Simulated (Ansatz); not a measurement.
# BN and the effect of the functional

```
CELL_PARAMETERS angstrom
2.55394 0.00000 0.00000
-1.27697 2.21178 0.00000
0.00000 0.00000 4.22685
ATOMIC_POSITIONS crystal
N 0.33333 0.66667 0.12528
N 0.66667 0.33333 0.62528
B 0.33333 0.66667 0.49972
B 0.66667 0.33333 0.99972
```

Measurements of this composition are mostly on another form, of space group No. 194.

Kept alike: task equation of state; k mesh 12 × 12 × 6; occupations fermi-dirac, width 0.05 eV; no spin polarisation. Program: Ansatz, Ansatz PAW. Cutoffs run from 420 to 500 eV. The mesh is that of the run's cell of 4 atoms. No spin-orbit coupling.

| functional | volume (Å³/atom) | bulk modulus (GPa) |
| --- | --- | --- |
| LDA | 5.755 | 402.0 |
| PBEsol | 5.876 | 385.6 |
| r2SCAN | 5.896 | 391.8 |

Volume and modulus come from cells scaled at fixed shape and fractions; off cubic symmetry such a modulus can lie above the relaxed one. All rows use potentials made for PBE.

The volume runs from 5.755 (LDA) to 5.896 Å³/atom (r2SCAN). The bulk modulus runs from 385.6 (PBEsol) to 402.0 GPa (LDA).
